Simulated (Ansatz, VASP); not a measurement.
# One calculation of Ge, two programs

```
Ge
1.0
     0.00000    2.88574    5.11566
     2.63050    0.00000    5.11566
     2.63050    2.88574    0.00000
Ge
4
Direct
  0.72649 0.27351 0.72649
  0.27351 0.72649 0.27351
  0.21813 0.21813 0.78187
  0.78187 0.78187 0.21813
```

This isn't the form of Ge at room conditions, which is diamond.

Alike in both runs: task relaxation of cell and atoms; functional BLYP; dispersion D3(BJ); k mesh 5 × 5 × 5; occupations fermi-dirac, width 0.05 eV; no spin polarisation.

```csv
,VASP,Ansatz
version,VASP 6.6.1,Ansatz 0.2.0
potentials or method,"VASP PAW PBE potentials, release 64 (Ge_d)",Ansatz PAW
plane-wave cutoff (eV),600,420
valence electrons in the cell,56,56
```

VASP gave:

| Quantity | Value |
| --- | --- |
| gap on the k mesh at the Fermi level, each at its own relaxed structure (eV) | none |
| relaxed volume (Å³/atom) | 19.44 |
| relaxed cell length with the largest relative difference (Å) | 3.900 |
| energy change over the relaxation (meV/atom) | -3 |

Q: Which values does Ansatz return?

A: gap on the k mesh at the Fermi level, each at its own relaxed structure (eV): none; relaxed volume (Å³/atom): 19.41; relaxed cell length with the largest relative difference (Å): 3.897; energy change over the relaxation (meV/atom): -3.

A gap of «none» marks a metal or a gap that the smearing closes.

Caveats: pairwise dispersion overbinds metals, which lowers pressure and volume; the PAW data sets were made with another functional, which shifts forces and pressure a little (VASP); the plane-wave basis is chosen anew once the cell has moved, so the energies of steps on either side of that aren't comparable (Ansatz); the PAW data sets come from PBE, with cores solved anew for the run's functional, which leaves a small shift of forces and pressure (Ansatz).
